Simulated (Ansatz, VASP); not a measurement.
**WC: VASP beside Ansatz**

```
W C
1.0
     2.92224    0.00000    0.00000
    -1.46112    2.53073    0.00000
     0.00000    0.00000    2.84664
W C
1 1
Direct
  0.00000 0.00000 0.00000
  0.66667 0.33333 0.50000
```

Alike in both runs: functional PBE; k mesh 12 × 12 × 11; no spin polarisation.

Ansatz relaxed the structure, and its values are those at the end. VASP's run is a single point on that final structure, the one shown.

|  | VASP | Ansatz |
| --- | --- | --- |
| version | VASP 6.6.1 | Ansatz 0.2.0 |
| potentials or method | VASP PAW PBE potentials, release 64 (W_sv, C) | PAW plane waves |
| plane-wave cutoff (eV) | 520 | 420 |
| occupations | fermi-dirac, width 0.1 eV | fermi-dirac |
| valence electrons in the cell | 18 | 18 |

|  | VASP | Ansatz | Ansatz less VASP |
| --- | --- | --- | --- |
| pressure (GPa) | 1.1 | 0.0 | -1.06 |

Ansatz warned: «structure_snapped_to_symmetry».

The runs have no spin-orbit coupling, so splittings on W are missing.
